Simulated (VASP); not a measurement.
# Sn (Immm) in VASP: notebook

One crystal, Sn, is run at these levels: PBE; tasks: single point.

All numbers are computed with VASP 6.6.1; they aren't measurements. Logs are shortened: lines on timing, memory, paths and dates and some standing lists are left out, and cuts for length are marked.

## (1) The crystal as given

It takes space group Immm (No. 71, orthorhombic). Conventional cell: a = 3.453 Å, b = 3.551 Å, c = 4.677 Å, α = 90.00°, β = 90.00°, γ = 90.00°. Around Sn (site symmetry mmm) lie 12 Sn at 3.41 to 3.55 Å.

This isn't the form of Sn at room conditions, which is tetragonal (white tin).

## (2) Single point, PBE

INCAR

```
SYSTEM = Sn
ADDGRID = .FALSE.
ALGO = Normal
EDIFF = 1E-7
ENCUT = 350
GGA = PE
ISIF = 2
ISMEAR = 1
LASPH = .TRUE.
LCHARG = .FALSE.
LREAL = .FALSE.
LWAVE = .FALSE.
NELM = 100
PREC = Accurate
SIGMA = 0.2
```

KPOINTS

```
k-points
0
G
  12 12 12
  0 0 0
```

POSCAR

```
Sn
1.0
   -1.6810770000      1.7214010000      2.3373330000
    1.7271670000     -1.7623000000      2.4024190000
    1.7145940000      1.7948920000     -2.3683880000
Sn
1
Direct
    0.0245380000     -0.0183670000      0.0024320000
```

Potentials or basis: VASP PAW PBE potentials, release 64 (Sn).

Started as:

```
> cat potpaw_PBE.64/Sn/POTCAR > POTCAR
> mpirun -np 1 vasp_std > vasp.out
```

OUTCAR:

```text
SYSTEM = Sn
   EDIFF = 1E-7
   ENCUT = 350
   GGA = PE
   ISIF = 2
   ISMEAR = 1
   LASPH = .TRUE.
   LREAL = .FALSE.
   NELM = 100
   PREC = Accurate

 Found    868 irreducible k-points:

 Following reciprocal coordinates:
            Coordinates               Weight
  0.000000  0.000000  0.000000      1.000000
  0.083333  0.000000  0.000000      2.000000
  0.166667  0.000000  0.000000      2.000000
  0.250000  0.000000  0.000000      2.000000
  0.333333  0.000000  0.000000      2.000000
  0.416667  0.000000  0.000000      2.000000
   k-points           NKPTS =    868   k-points in BZ     NKDIM =    868   number of bands    NBANDS=      6
   number of dos      NEDOS =    301   number of ions     NIONS =      1
   total plane-waves  NPLWV =  11520
   dimension x,y,z NGX =    20 NGY =   24 NGZ =   24
   dimension x,y,z NGXF=    40 NGYF=   48 NGZF=   48
   ions per type =               1
   NGX,Y,Z   is equivalent  to a cutoff of   9.91, 11.59, 11.63 a.u.
   NGXF,Y,Z  is equivalent  to a cutoff of  19.82, 23.17, 23.26 a.u.
 SYSTEM =  Sn
   PREC   = accura    normal or accurate (medium, high low for compatibility)
   ISTART =      0    job   : 0-new  1-cont  2-samecut
   ICHARG =      2    charge: 1-file 2-atom 10-const
   ISPIN  =      1    spin polarized calculation?
   LNONCOLLINEAR =      F non collinear calculations
   LSORBIT =      F    spin-orbit coupling
   LASPH  =      T    aspherical Exc in radial PAW
   ENCUT  =  350.0 eV  25.72 Ry    5.07 a.u.   5.12  5.25  5.23*2*pi/ulx,y,z
   NELM   =    100;   NELMIN=  2; NELMDL= -5     # of ELM steps
   EDIFF  = 0.1E-06   stopping-criterion for ELM
   LREAL  =      F    real-space projection
   EDIFFG = 0.1E-05   stopping-criterion for IOM
   NSW    =      0    number of steps for IOM
   IBRION =     -1    ionic relax: 0-MD 1-quasi-New 2-CG
   NFREE  =      0    steps in history (QN), initial steepest desc. (CG)
   ISIF   =      2    stress and relaxation
   ISYM   =      2    0-nonsym 1-usesym 2-fastsym
   POTIM  = 0.5000    time-step for ionic-motion
   TEBEG  =    0.0;   TEEND  =   0.0 temperature during run
   PSTRESS=    0.0 pullay stress
   NELECT =       4.0000    total number of electrons
   NUPDOWN=      -1.0000    fix difference up-down
   EMIN   =  10.00;   EMAX   =-10.00  energy-range for DOS
   EFERMI =   0.00;   METHOD = LEGACY
   ISMEAR =     1;   SIGMA  =   0.20  broadening in eV -4-tet -1-fermi 0-gaus
   EFERMI_NEDOS =   21; number of points for ismear=-14 and -15
   IALGO  =     38    algorithm
   IMIX   =      4    mixing-type and parameters
     AMIX     =   0.40;   BMIX     =  1.00
     AMIX_MAG =   1.60;   BMIX_MAG =  1.00
  volume/ion in A,a.u.               =      28.67       193.50
  Fermi-wavevector in a.u.,A,eV,Ry     =   0.849055  1.604482  9.808370  0.720895
  Thomas-Fermi vector in A             =   1.964816
   LORBIT       =      0    0 simple, 1 ext, 2 COOP (PROOUT), +10 PAW based schemes
   GGA     = PE    functional components
   LHFCALC =     F    Hartree Fock is set to
   AEXX    =    0.0000 exact exchange contribution
   IVDW    =     0    specifies the selected vdW correction
   LEPSILON=     F    determine dielectric tensor
   LRPA    =     F    only Hartree local field effects (RPA)
 non-spin polarized calculation
 Methfessel and Paxton  Order N= 1 SIGMA  =   0.20
  energy-cutoff  :      350.00
  volume of cell :       28.67
 maximum number of plane-waves:       437
   NGX = 11   NGY = 11   NGZ = 11

 number of electron       4.0000000 magnetization

 Free energy of the ion-electron system (eV)
  ---------------------------------------------------
  ext. energy  EPLUGINS =         0.00000000
  ---------------------------------------------------
  free energy    TOTEN  =        -3.76456026 eV

  energy without entropy =       -3.76388160  energy(sigma->0) =       -3.76433404

 E-fermi :   4.9323     XC(G=0):  -9.9665

 val. band max:        4.9306627396   @ k =   0.2500  -0.1667   0.3333
 cond. band min:       4.9416528771   @ k =  -0.2500  -0.1667   0.4167
 fundamental gap:      0.0109901375
 Fermi energy:         4.9323012075

 k-point     1 :       0.0000    0.0000    0.0000
  band No.  band energies     occupation
      1      -5.8271      2.00000
      2      11.8339      0.00000
      3      12.2029      0.00000
      4      12.5656      0.00000
      5      15.5970      0.00000
      6      15.7598      0.00000

 k-point     2 :       0.0833    0.0000    0.0000
  band No.  band energies     occupation
      1      -5.6897      2.00000
      2      10.8760      0.00000
      3      11.7143      0.00000
      4      12.2083      0.00000
      5      14.8646      0.00000
      6      16.1489      0.00000

 k-point     3 :       0.1667    0.0000    0.0000
  band No.  band energies     occupation
      1      -5.2779      2.00000
      2       8.3925     -0.00000
      3      11.3962      0.00000
      4      11.6472      0.00000
      5      14.4549      0.00000
      6      16.7791      0.00000

 k-point     4 :       0.2500    0.0000    0.0000
  band No.  band energies     occupation
      1      -4.5952      2.00000
      2       5.8818     -0.00000
      3      11.0373      0.00000
      4      11.1078      0.00000
      5      14.2319      0.00000
      6      16.1834      0.00000

 k-point     5 :       0.3333    0.0000    0.0000
  band No.  band energies     occupation
      1      -3.6566      2.00000
      2       3.5790      2.00000
      3      10.5867      0.00000
      4      10.8420      0.00000
      5      14.1876      0.00000
      6      15.5098      0.00000

 k-point     6 :       0.4167    0.0000    0.0000
  band No.  band energies     occupation
      1      -2.5344      2.00000
      2       1.6209      2.00000
      3      10.2844      0.00000
      4      10.6945      0.00000
      5      14.3098      0.00000
      6      15.0784      0.00000

 [... further k-points ...]

------------------------ aborting loop because EDIFF is reached ----------------------------------------

  FORCE on cell =-STRESS in cart. coord.  units (eV):
  Direction    XX          YY          ZZ          XY          YZ          ZX
  --------------------------------------------------------------------------------------
  -------------------------------------------------------------------------------------
  Total       -0.1957380     -0.2346336     -0.2837137      0.0351840     -0.0501806      0.0293918
  in kB      -10.9372730    -13.1106457    -15.8531051      1.9659805     -2.8039497      1.6423300
  external PRESSURE =     -13.3003413 kB  Pullay stress =       0.0000000 kB

 VOLUME and BASIS-vectors are now :
 -----------------------------------------------------------------------------
  energy-cutoff  :      350.00
  volume of cell :       28.67
      direct lattice vectors                 reciprocal lattice vectors
    -1.681077000  1.721401000  2.337333000    -0.004822354  0.286321943  0.213499049
     1.727167000 -1.762300000  2.402419000     0.288499269 -0.000911461  0.208168231
     1.714594000  1.794892000 -2.368388000     0.287885548  0.281643047 -0.000369160

 POSITION                                       TOTAL-FORCE (eV/Angst)
 -----------------------------------------------------------------------------------
      1.65836     -1.68333      2.40989         0.000000      0.000000     -0.000000
 -----------------------------------------------------------------------------------
    total drift:                                0.000000     -0.000000     -0.000000

  FREE ENERGIE OF THE ION-ELECTRON SYSTEM (eV)
  ---------------------------------------------------
  free  energy   TOTEN  =        -3.7645602642 eV

  energy  without entropy=       -3.7638816012  energy(sigma->0) =       -3.76433404
```

Run time: 27 s. Hardware: 1 thread of Intel Xeon 6975P-C (Granite Rapids), shared host; peak memory 0.2 GiB.

These settings aren't checked as converged: the numbers below hold their error.

Results:

```yaml
Free_energy: -3.7646 eV
Pressure: -1.3 GPa
Band_gap_on_the_k_mesh: none (metal or under the smearing width)
```

## (3) Single point, PBE

INCAR, as its differences from that of step 2:

```diff
@@ -4,3 +4,3 @@
 EDIFF = 1E-7
-ENCUT = 350
+ENCUT = 400
 GGA = PE
```

KPOINTS is that of step 2.

POSCAR

```
Sn
1.0
   -1.7265390000      1.7755470000      2.3383420000
    1.7265390000     -1.7755470000      2.3383420000
    1.7265390000      1.7755470000     -2.3383420000
Sn
1
Direct
    0.0000000000      0.0000000000      0.0000000000
```

Potentials or basis: VASP PAW PBE potentials, release 64 (Sn).

Started as:

```
> cat potpaw_PBE.64/Sn/POTCAR > POTCAR
> mpirun -np 1 vasp_std > vasp.out
```

OUTCAR:

```text
SYSTEM = Sn
   EDIFF = 1E-7
   ENCUT = 400
   GGA = PE
   ISIF = 2
   ISMEAR = 1
   LASPH = .TRUE.
   LREAL = .FALSE.
   NELM = 100
   PREC = Accurate

 Found    280 irreducible k-points:

 Following reciprocal coordinates:
            Coordinates               Weight
  0.000000  0.000000  0.000000      1.000000
  0.083333  0.000000 -0.000000      4.000000
  0.166667  0.000000 -0.000000      4.000000
  0.250000  0.000000 -0.000000      4.000000
  0.333333  0.000000  0.000000      4.000000
  0.416667  0.000000 -0.000000      4.000000
   k-points           NKPTS =    280   k-points in BZ     NKDIM =    280   number of bands    NBANDS=      6
   number of dos      NEDOS =    301   number of ions     NIONS =      1
   total plane-waves  NPLWV =  13824
   dimension x,y,z NGX =    24 NGY =   24 NGZ =   24
   dimension x,y,z NGXF=    48 NGYF=   48 NGZF=   48
   ions per type =               1
   NGX,Y,Z   is equivalent  to a cutoff of  11.71, 11.71, 11.71 a.u.
   NGXF,Y,Z  is equivalent  to a cutoff of  23.43, 23.43, 23.43 a.u.
 SYSTEM =  Sn
   PREC   = accura    normal or accurate (medium, high low for compatibility)
   ISTART =      0    job   : 0-new  1-cont  2-samecut
   ICHARG =      2    charge: 1-file 2-atom 10-const
   ISPIN  =      1    spin polarized calculation?
   LNONCOLLINEAR =      F non collinear calculations
   LSORBIT =      F    spin-orbit coupling
   LASPH  =      T    aspherical Exc in radial PAW
[... 58 lines left out ...]

 k-point     1 :       0.0000    0.0000    0.0000
  band No.  band energies     occupation
      1      -5.8262      2.00000
      2      11.9799      0.00000
      3      12.1204      0.00000
      4      12.5293      0.00000
      5      15.5905      0.00000
      6      15.8004      0.00000
[... 37 lines left out ...]
 k-point     6 :       0.4167    0.0000   -0.0000
  band No.  band energies     occupation
      1      -2.6321      2.00000
      2       1.5362      2.00000
      3      10.3021      0.00000
      4      10.9920      0.00000
      5      14.4293      0.00000
      6      15.1058      0.00000

 [... further k-points ...]

------------------------ aborting loop because EDIFF is reached ----------------------------------------

  FORCE on cell =-STRESS in cart. coord.  units (eV):
  Direction    XX          YY          ZZ          XY          YZ          ZX
  --------------------------------------------------------------------------------------
  -------------------------------------------------------------------------------------
  Total       -0.1422701     -0.2754196     -0.2903834     -0.0000000      0.0000000      0.0000000
  in kB       -7.9496434    -15.3896541    -16.2257901     -0.0000000      0.0000000      0.0000000
  external PRESSURE =     -13.1883625 kB  Pullay stress =       0.0000000 kB

 VOLUME and BASIS-vectors are now :
 -----------------------------------------------------------------------------
  energy-cutoff  :      400.00
  volume of cell :       28.67
      direct lattice vectors                 reciprocal lattice vectors
    -1.726539000  1.775547000  2.338342000     0.000000000  0.281603359  0.213826720
     1.726539000 -1.775547000  2.338342000     0.289596702  0.000000000  0.213826720
     1.726539000  1.775547000 -2.338342000     0.289596702  0.281603359  0.000000000

 POSITION                                       TOTAL-FORCE (eV/Angst)
 -----------------------------------------------------------------------------------
      0.00000      0.00000      0.00000        -0.000000     -0.000000     -0.000000
 -----------------------------------------------------------------------------------
    total drift:                                0.000000      0.000000      0.000000

  FREE ENERGIE OF THE ION-ELECTRON SYSTEM (eV)
  ---------------------------------------------------
  free  energy   TOTEN  =        -3.7642063599 eV

  energy  without entropy=       -3.7631470449  energy(sigma->0) =       -3.76385325
```

stdout:

```text
POSCAR found type information on POSCAR Sn
 POSCAR found :  1 types and       1 ions
 scaLAPACK will be used
 LDA part: xc-table for (Slater+PW92), standard interpolation
 POSCAR, INCAR and KPOINTS ok, starting setup
 FFT: planning ... GRIDC
 FFT: planning ... GRID_SOFT
 FFT: planning ... GRID
 WAVECAR not read
 entering main loop
```

Wall time 11 s (1 thread of Intel Xeon 6975P-C (Granite Rapids), shared host); peak memory 0.16 GiB.

The run converged, but some of its settings lie outside the range that counts as converged, so its numbers aren't taken as properties of the crystal.

Results:

```
Free energy            : -3.7642 eV
Pressure               : -1.3 GPa
Band gap on the k mesh : none (metal or under the smearing width)
```

## (4) Single point, PBE

INCAR is that of step 3.

KPOINTS is that of step 3.

POSCAR

```
Sn
1.0
   -1.6810770000      1.7214010000      2.3373330000
    1.7271670000     -1.7623000000      2.4024190000
    1.7145940000      1.7948920000     -2.3683880000
Sn
1
Direct
    0.0245380000     -0.0183670000      0.0024320000
```

Started as:

```
> cat potpaw_PBE.64/Sn/POTCAR > POTCAR
> mpirun -np 1 vasp_std > vasp.out
```

Run time: 24 s. Hardware: 1 thread of Intel Xeon 6975P-C (Granite Rapids), shared host; peak memory 0.23 GiB.

These settings aren't checked as converged: the numbers below hold their error.

What came out:

```yaml
Free_energy: -3.7646 eV
Pressure: -1.3 GPa
Band_gap_on_the_k_mesh: none (metal or under the smearing width)
```

## (5) Single point, PBE

INCAR, as its differences from that of step 4:

```diff
@@ -4,3 +4,3 @@
 EDIFF = 1E-7
-ENCUT = 400
+ENCUT = 250
 GGA = PE
```

KPOINTS

```
k-points
0
G
  16 16 16
  0 0 0
```

POSCAR

```
Sn
1.0
   -1.7265390000      1.7755470000      2.3383420000
    1.7265390000     -1.7755470000      2.3383420000
    1.7265390000      1.7755470000     -2.3383420000
Sn
1
Direct
    0.0000000000      0.0000000000      0.0000000000
```

Started as:

```
> cat potpaw_PBE.64/Sn/POTCAR > POTCAR
> mpirun -np 1 vasp_std > vasp.out
```

Wall time 12 s (1 thread of Intel Xeon 6975P-C (Granite Rapids), shared host); peak memory 0.14 GiB.

These settings aren't checked as converged: the numbers below hold their error.

Results:

- Free energy: -3.7733 eV
- Pressure: -1.2 GPa
- Band gap on the k mesh: none (metal or under the smearing width)

## (6) Single point, PBE

INCAR is that of step 5.

KPOINTS is that of step 5.

POSCAR

```
Sn
1.0
   -1.6810770000      1.7214010000      2.3373330000
    1.7271670000     -1.7623000000      2.4024190000
    1.7145940000      1.7948920000     -2.3683880000
Sn
1
Direct
    0.0245380000     -0.0183670000      0.0024320000
```

Potentials or basis: VASP PAW PBE potentials, release 64 (Sn).

Started as:

```
> cat potpaw_PBE.64/Sn/POTCAR > POTCAR
> mpirun -np 1 vasp_std > vasp.out
```

Run time: 41 s. Hardware: 1 thread of Intel Xeon 6975P-C (Granite Rapids), shared host; peak memory 0.23 GiB.

These settings aren't checked as converged: the numbers below hold their error.

Results:

| Quantity | Value |
| --- | --- |
| Free energy | -3.7730 eV |
| Pressure | -1.2 GPa |
| Band gap on the k mesh | none (metal or under the smearing width) |

## (7) For comparison

An earlier run on the cell as given: functional PBE; potentials or basis VASP PAW PBE potentials, release 64 (Sn_d); cutoff 520 eV; k mesh 11 × 11 × 11; occupations fermi-dirac, width 0.05 eV; no spin polarisation.

* Pressure: -1.1 GPa
* Band gap on the k mesh: none (metal or under the smearing width)
